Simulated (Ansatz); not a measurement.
## FeGe: single point with PBEsol

FeGe:

```
Ge Fe
1.0
     4.68900    0.00000    0.00000
     0.00000    4.68900    0.00000
     0.00000    0.00000    4.68900
Ge Fe
4 4
Cartesian
  0.7409 1.6036 3.0854
  1.6036 3.0854 0.7409
  3.0854 0.7409 1.6036
  3.9481 3.9481 3.9481
  4.0560 2.9775 1.7115
  2.9775 1.7115 4.0560
  1.7115 4.0560 2.9775
  0.6330 0.6330 0.6330
```

| Property | Result |
| --- | --- |
| Program | Ansatz 0.2.0 |
| Task | single point |
| Functional | PBEsol |
| Potentials or basis | Ansatz PAW |
| Cutoff | 420 eV (not typed: the program's choice for these potentials) |
| k mesh | 6 × 6 × 6 |
| Occupations | fermi-dirac, width 0.05 eV |
| Spin | no spin polarisation |

```yaml
Pressure: -12.9 GPa
Largest_force: 0.395 eV/Å
```

Forces on the atoms (eV/Å):
```
Ge   0.228 -0.228  0.228
Ge  -0.228  0.228  0.228
Ge   0.228  0.228 -0.228
Ge  -0.228 -0.228 -0.228
Fe   0.151 -0.151  0.151
Fe  -0.151  0.151  0.151
Fe   0.151  0.151 -0.151
Fe  -0.151 -0.151 -0.151
```

Levels at points of the mesh, in eV from the Fermi level:
| k point | band 57 | band 58 | band 59 | band 60 | band 61 | band 62 | band 63 | band 64 |
| --- | --- | --- | --- | --- | --- | --- | --- | --- |
| (0.00, 0.00, 0.00) | -0.24 | -0.24 | -0.08 | -0.08 | 0.37 | 0.37 | 0.37 | 2.06 |
| (0.00, 0.00, -0.50) | -0.34 | -0.34 | -0.06 | -0.06 | 0.07 | 0.07 | 1.33 | 1.33 |
| (0.00, -0.50, -0.50) | -0.88 | -0.88 | -0.32 | -0.32 | 0.45 | 0.45 | 0.81 | 0.81 |
| (-0.50, -0.50, -0.50) | -0.53 | -0.53 | -0.53 | -0.53 | 0.27 | 0.27 | 0.27 | 0.27 |

Wall time 5.5 s on 4 threads of Arm Neoverse V1, on a shared host, peak memory 0.49 GiB.

Caveat: the PAW data sets come from PBE, with cores solved anew for the run's functional, which leaves a small shift of forces and pressure. Spin polarisation is off, so any magnetic state and its effect on volume and gap are missing.
